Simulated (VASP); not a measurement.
# Nb (Im-3m) in VASP: a series of runs

Aim: see how the results for Nb move with the level of theory and the settings. Levels: PBE+D3(BJ), r2SCAN. Tasks: relaxation of cell and atoms.

All numbers are computed with VASP 6.6.1; they aren't measurements. Logs are shortened: lines on timing, memory, paths and dates and some standing lists are left out, and cuts for length are marked.

**1. The crystal as given**

Symmetry: Im-3m, No. 229, cubic system. The conventional cell has a = 3.263 Å, b = 3.263 Å, c = 3.263 Å, α = 90.00°, β = 90.00°, γ = 90.00°. Around Nb (site symmetry m-3m) lie 8 Nb at 2.83 Å.

**2. Relaxation of cell and atoms, PBE+D3(BJ)**

Contents of INCAR:

```
ALGO     = Normal         # electronic algorithm
EDIFF    = 1E-7           # SCF threshold, eV
EDIFFG   = -0.005         # ionic threshold
ENCUT    = 600            # plane-wave cutoff, eV
GGA      = PE             # functional
IBRION   = 2              # ionic algorithm
ISIF     = 3              # what is computed and relaxed
ISMEAR   = 1              # smearing method
IVDW     = 12             # dispersion correction
LASPH    = T              # aspherical terms in the spheres
LCHARG   = F              # write CHGCAR
LREAL    = F              # projectors in reciprocal space
LWAVE    = F              # write WAVECAR
NELM     = 80             # most SCF steps
NSW      = 90             # ionic steps
PREC     = Accurate       # precision mode
SIGMA    = 0.1            # smearing width, eV
```

Contents of KPOINTS:

```
k-points
0
Gamma
  16 16 16
```

Contents of POSCAR:

```
Nb                                      
1.0
   -1.6313911227      1.6313911227      1.6313911227
    1.6313911227     -1.6313911227      1.6313911227
    1.6313911227      1.6313911227     -1.6313911227
  Nb            
     1
Direct
     0.0000000000000000    0.0000000000000000    0.0000000000000000
```

Potentials or basis: VASP PAW PBE potentials, release 64 (Nb_sv).

Started as:

```console
> cat potpaw_PBE.64/Nb_sv/POTCAR > POTCAR
> mpirun -np 1 vasp_std > vasp.out
```

OUTCAR:

```text
EDIFF = 1E-7
   EDIFFG = -0.005
   ENCUT = 600
   GGA = PE
   IBRION = 2
   ISIF = 3
   ISMEAR = 1
   IVDW = 12
   LASPH = T
   LREAL = F
   NELM = 80
   NSW = 90
   PREC = Accurate
 IVDW          = 12

 ion  position               nearest neighbor table
   1  0.000  0.000  0.000-

  LATTYP: Found a body centered cubic cell.
 ALAT       =     3.2627822454

  Lattice vectors:

 A1 = (  -1.6313911227,   1.6313911227,   1.6313911227)
 A2 = (   1.6313911227,  -1.6313911227,   1.6313911227)
 A3 = (   1.6313911227,   1.6313911227,  -1.6313911227)

Analysis of symmetry for initial positions (statically):
=====================================================================
 Subroutine PRICEL returns:
 Original cell was already a primitive cell.

 Routine SETGRP: Setting up the symmetry group for a
 body centered cubic supercell.

 Subroutine GETGRP returns: Found 48 space group operations
 (whereof 48 operations were pure point group operations)
 out of a pool of 48 trial point group operations.

The static configuration has the point symmetry O_h .

Analysis of symmetry for dynamics (positions and initial velocities):
=====================================================================
 Subroutine PRICEL returns:
 Original cell was already a primitive cell.

 Routine SETGRP: Setting up the symmetry group for a
 body centered cubic supercell.

 Subroutine GETGRP returns: Found 48 space group operations
 (whereof 48 operations were pure point group operations)
 out of a pool of 48 trial point group operations.

The dynamic configuration has the point symmetry O_h .

 Subroutine INISYM returns: Found 48 space group operations
 (whereof 48 operations are pure point group operations),
 and found     1 'primitive' translations

----------------------------------------------------------------------------------------

                                     Primitive cell

  volume of cell :      17.3674

  direct lattice vectors                    reciprocal lattice vectors
    -1.631391123  1.631391123  1.631391123     0.000000000  0.306486895  0.306486895
     1.631391123 -1.631391123  1.631391123     0.306486895  0.000000000  0.306486895
     1.631391123  1.631391123 -1.631391123     0.306486895  0.306486895  0.000000000

  length of vectors
     2.825652312  2.825652312  2.825652312     0.433437924  0.433437924  0.433437924

  position of ions in fractional coordinates (direct lattice)
     0.000000000  0.000000000  0.000000000

  ion indices of the primitive-cell ions
   primitive index   ion index
                 1           1

----------------------------------------------------------------------------------------

 KPOINTS: k-points

Automatic generation of k-mesh.
 Grid dimensions read from file:
 generate k-points for:   16   16   16

 Generating k-lattice:

  Cartesian coordinates                     Fractional coordinates (reciprocal lattice)
     0.000000000  0.019155431  0.019155431     0.062500000  0.000000000  0.000000000
     0.019155431  0.000000000  0.019155431     0.000000000  0.062500000  0.000000000
     0.019155431  0.019155431  0.000000000     0.000000000  0.000000000  0.062500000

  Length of vectors
     0.027089870  0.027089870  0.027089870

  Shift w.r.t. Gamma in fractional coordinates (k-lattice)
     0.000000000  0.000000000  0.000000000

 Subroutine IBZKPT returns following result:
 ===========================================

 Found    145 irreducible k-points:

 Following reciprocal coordinates:
            Coordinates               Weight
  0.000000  0.000000  0.000000      1.000000
  0.062500  0.000000  0.000000     12.000000
  0.125000  0.000000  0.000000     12.000000
  0.187500  0.000000  0.000000     12.000000
  0.250000  0.000000  0.000000     12.000000
  0.312500  0.000000  0.000000     12.000000
[... 16 lines left out ...]
  0.187500  0.187500  0.000000     24.000000
  0.250000  0.187500 -0.000000     48.000000
 [... further k-points ...]
   k-points           NKPTS =    145   k-points in BZ     NKDIM =    145   number of bands    NBANDS=     10
   number of dos      NEDOS =    301   number of ions     NIONS =      1
   total plane-waves  NPLWV =  13824
   dimension x,y,z NGX =    24 NGY =   24 NGZ =   24
   dimension x,y,z NGXF=    48 NGYF=   48 NGZF=   48
   ions per type =               1
   NGX,Y,Z   is equivalent  to a cutoff of  14.12, 14.12, 14.12 a.u.
   NGXF,Y,Z  is equivalent  to a cutoff of  28.24, 28.24, 28.24 a.u.
 SYSTEM =  unknown system
   PREC   = accura    normal or accurate (medium, high low for compatibility)
   ISTART =      0    job   : 0-new  1-cont  2-samecut
   ICHARG =      2    charge: 1-file 2-atom 10-const
   ISPIN  =      1    spin polarized calculation?
   LNONCOLLINEAR =      F non collinear calculations
   LSORBIT =      F    spin-orbit coupling
   LASPH  =      T    aspherical Exc in radial PAW
   ENCUT  =  600.0 eV  44.10 Ry    6.64 a.u.   5.64  5.64  5.64*2*pi/ulx,y,z
   NELM   =     80;   NELMIN=  2; NELMDL= -5     # of ELM steps
   EDIFF  = 0.1E-06   stopping-criterion for ELM
   LREAL  =      F    real-space projection
   EDIFFG = -.5E-02   stopping-criterion for IOM
   NSW    =     90    number of steps for IOM
   IBRION =      2    ionic relax: 0-MD 1-quasi-New 2-CG
   NFREE  =      1    steps in history (QN), initial steepest desc. (CG)
   ISIF   =      3    stress and relaxation
   ISYM   =      2    0-nonsym 1-usesym 2-fastsym
   POTIM  = 0.5000    time-step for ionic-motion
   TEBEG  =    0.0;   TEEND  =   0.0 temperature during run
   PSTRESS=    0.0 pullay stress
   NELECT =      13.0000    total number of electrons
   NUPDOWN=      -1.0000    fix difference up-down
   EMIN   =  10.00;   EMAX   =-10.00  energy-range for DOS
   EFERMI =   0.00;   METHOD = LEGACY
   ISMEAR =     1;   SIGMA  =   0.10  broadening in eV -4-tet -1-fermi 0-gaus
   EFERMI_NEDOS =   21; number of points for ismear=-14 and -15
   IALGO  =     38    algorithm
   IMIX   =      4    mixing-type and parameters
     AMIX     =   0.40;   BMIX     =  1.00
     AMIX_MAG =   1.60;   BMIX_MAG =  1.00
  volume/ion in A,a.u.               =      17.37       117.20
  Fermi-wavevector in a.u.,A,eV,Ry     =   1.486430  2.808946 30.061729  2.209475
  Thomas-Fermi vector in A             =   2.599717
   LORBIT       =      0    0 simple, 1 ext, 2 COOP (PROOUT), +10 PAW based schemes
   GGA     = PE    functional components
   LHFCALC =     F    Hartree Fock is set to
   AEXX    =    0.0000 exact exchange contribution
   IVDW    =    12    specifies the selected vdW correction
   LEPSILON=     F    determine dielectric tensor
   LRPA    =     F    only Hartree local field effects (RPA)
 conjugate gradient relaxation of ions
 non-spin polarized calculation
 Methfessel and Paxton  Order N= 1 SIGMA  =   0.10
  energy-cutoff  :      600.00
  volume of cell :       17.37
 maximum number of plane-waves:       603
   NGX = 11   NGY = 11   NGZ = 11

--------------------------------------- Ionic step        1  -------------------------------------------

 number of electron      13.0000001 magnetization

 Free energy of the ion-electron system (eV)
  ---------------------------------------------------
  ext. energy  EPLUGINS =         0.00000000
  ---------------------------------------------------
  free energy    TOTEN  =       -10.20136836 eV

  energy without entropy =      -10.20117786  energy(sigma->0) =      -10.20130486

------------------------ aborting loop because EDIFF is reached ----------------------------------------

 Edisp (eV)   -0.76431

 E8    (eV) :    -0.3714

  FORCE on cell =-STRESS in cart. coord.  units (eV):
  Direction    XX          YY          ZZ          XY          YZ          ZX
  --------------------------------------------------------------------------------------
  -------------------------------------------------------------------------------------
  Total      -0.00658    -0.00658    -0.00658     0.00000    -0.00000    -0.00000
  in kB      -0.60689    -0.60689    -0.60689     0.00000    -0.00000    -0.00000
  external pressure =       -0.61 kB  Pullay stress =        0.00 kB
[... 59 lines left out ...]
  energy  without entropy=      -10.9655116285  energy(sigma->0) =      -10.96562498

--------------------------------------- Ionic step        3  -------------------------------------------

 number of electron      13.0000001 magnetization

 Free energy of the ion-electron system (eV)
  ---------------------------------------------------
  ext. energy  EPLUGINS =         0.00000000
  ---------------------------------------------------
  free energy    TOTEN  =       -10.20102310 eV

  energy without entropy =      -10.20084190  energy(sigma->0) =      -10.20096270

 E-fermi :  11.7044     XC(G=0): -12.6913

 val. band max:       11.6905663106   @ k =  -0.4375   0.5000   0.1875
 cond. band min:      11.7055469077   @ k =   0.1875   0.0000   0.0000
 fundamental gap:      0.0149805971
 Fermi energy:        11.7044030464

 k-point     1 :       0.0000    0.0000    0.0000
  band No.  band energies     occupation
      1     -42.6200      2.00000
      2     -17.8333      2.00000
      3     -17.8333      2.00000
      4     -17.8333      2.00000
      5       5.6906      2.00000
      6      12.0579     -0.00001
      7      12.0579     -0.00001
      8      12.0579     -0.00001
      9      15.0911      0.00000
     10      15.0911      0.00000
[... 287 lines left out ...]
 k-point    24 :       0.2500    0.1875   -0.0000
  band No.  band energies     occupation
      1     -42.3690      2.00000
      2     -19.0274      2.00000
      3     -18.3261      2.00000
      4     -17.9659      2.00000
      5       8.9124      2.00000
      6      10.3350      2.00000
      7      11.2917      2.00000
      8      14.4953      0.00000
      9      15.9240      0.00000
     10      17.8960      0.00000

 [... further k-points ...]

------------------------ aborting loop because EDIFF is reached ----------------------------------------

 Edisp (eV)   -0.76466

 E8    (eV) :    -0.3716

  FORCE on cell =-STRESS in cart. coord.  units (eV):
  Direction    XX          YY          ZZ          XY          YZ          ZX
  --------------------------------------------------------------------------------------
  -------------------------------------------------------------------------------------
  Total       0.00235     0.00235     0.00235    -0.00000     0.00000     0.00000
  in kB       0.21643     0.21643     0.21643    -0.00000     0.00000     0.00000
  external pressure =        0.22 kB  Pullay stress =        0.00 kB
[... 16 lines left out ...]
  FREE ENERGIE OF THE ION-ELECTRON SYSTEM (eV)
  ---------------------------------------------------
  free  energy   TOTEN  =       -10.9656852889 eV

  energy  without entropy=      -10.9655040907  energy(sigma->0) =      -10.96562489

 reached required accuracy - stopping structural energy minimisation
```

Wall time 23 s (1 thread of Intel Xeon 6975P-C (Granite Rapids), shared host); peak memory 0.18 GiB.

What came out:

```
Free energy                            : -10.9657 eV
Relaxed volume                         : 17.36 Å³/atom
Relaxed cell                           : a = 2.825 Å, b = 2.825 Å, c = 2.825 Å, α = 109.47°, β = 109.47°, γ = 109.47°
Space group after relaxing (to 0.05 Å) : Im-3m (No. 229)
Energy gained by relaxing              : 0.0 meV/atom
Ionic steps                            : 3
Pressure after relaxing                : 0.0 GPa
Band gap on the k mesh                 : none (metal or under the smearing width)
Dispersion energy per atom             : -0.765 eV
```

Final structure:
```
Nb
1.0
    -1.63116    1.63116    1.63116
     1.63116   -1.63116    1.63116
     1.63116    1.63116   -1.63116
Nb
1
Direct
  0.00000 0.00000 0.00000
```

Levels at points of the mesh, in eV from the Fermi level:
| k point | band 3 | band 4 | band 5 | band 6 | band 7 | band 8 | band 9 | band 10 |
| --- | --- | --- | --- | --- | --- | --- | --- | --- |
| (0.00, 0.00, 0.00) | -29.54 | -29.54 | -6.01 | 0.35 | 0.35 | 0.35 | 3.39 | 3.39 |
| (0.50, 0.00, 0.00) | -30.01 | -29.55 | -3.88 | -1.77 | 2.47 | 3.44 | 4.16 | 6.68 |
| (0.50, 0.50, 0.50) | -30.57 | -30.57 | -3.94 | -3.94 | 5.86 | 5.86 | 5.86 | 9.40 |

Caveat: pairwise dispersion overbinds metals, which lowers pressure and volume.

**3. Relaxation of cell and atoms, r2SCAN**

This run uses another cell than the first one, of 18.43 Å³/atom, 1.061 times its volume.

Contents of INCAR:

```
  PREC = Accurate
  ENCUT = 600
  EDIFF = 1E-6
  ISMEAR = 1
  SIGMA = 0.1
  LREAL = F
  LASPH = T
  NELM = 80
  ALGO = Normal
  ISIF = 3
  LWAVE = F
  LCHARG = F
  METAGGA = R2SCAN
  LMIXTAU = T
  IBRION = 2
  NSW = 90
  EDIFFG = -0.01
```

Contents of KPOINTS:

```
regular mesh
0
Gamma
  16 16 16
```

Contents of POSCAR:

```
Nb
1.0
   -1.6639500000      1.6639500000      1.6639500000
    1.6639500000     -1.6639500000      1.6639500000
    1.6639500000      1.6639500000     -1.6639500000
Nb
1
Direct
    0.0000000000      0.0000000000      0.0000000000
```

Potentials or basis: VASP PAW PBE potentials, release 64 (Nb_sv).

Started as:

```console
> cat potpaw_PBE.64/Nb_sv/POTCAR > POTCAR
> mpirun -np 1 vasp_std > vasp.out
```

Run time: 3.8 min. Hardware: 1 thread of Intel Xeon Platinum 8259CL at 2.50GHz (Skylake/Cascade Lake), shared host; peak memory 0.18 GiB.

It converged, with:

- Free energy: -24.8419 eV
- Relaxed volume: 17.99 Å³/atom
- Relaxed cell: a = 2.859 Å, b = 2.859 Å, c = 2.859 Å, α = 109.47°, β = 109.47°, γ = 109.47°
- Space group after relaxing (to 0.05 Å): Im-3m (No. 229)
- Energy gained by relaxing: 5.9 meV/atom
- Ionic steps: 3
- Pressure after relaxing: -0.1 GPa
- Band gap on the k mesh: none (metal or under the smearing width)

Step by step:
| step | energy change (eV) | largest force (eV/Å) | pressure (GPa) | volume (Å³) |
| --- | --- | --- | --- | --- |
| 1 | 0.0000 | 0.0000 | -4.14 | 18.43 |
| 2 | 0.0145 | 0.0000 | 8.52 | 17.19 |
| 3 | -0.0059 | 0.0000 | -0.06 | 17.99 |

Final structure:
```xyz
1
Lattice="-1.6505 1.6505 1.6505 1.6505 -1.6505 1.6505 1.6505 1.6505 -1.6505" Properties=species:S:1:pos:R:3 pbc="T T T"
Nb    0.0000    0.0000    0.0000
```

Levels at points of the mesh, in eV from the Fermi level:
| k point | band 2 | band 3 | band 4 | band 5 | band 6 | band 7 | band 8 | band 9 | band 10 |
| --- | --- | --- | --- | --- | --- | --- | --- | --- | --- |
| (0.00, 0.00, 0.00) | -30.70 | -30.70 | -30.70 | -6.30 | 0.43 | 0.43 | 0.43 | 3.56 | 3.56 |
| (0.50, 0.00, 0.00) | -32.15 | -31.15 | -30.71 | -3.92 | -1.73 | 2.25 | 3.58 | 4.31 | 6.66 |
| (0.50, 0.50, 0.50) | -31.69 | -31.69 | -31.69 | -3.91 | -3.91 | 5.86 | 5.86 | 5.86 | 9.53 |

Caveat: the PAW data sets were made with another functional, which shifts forces and pressure a little.
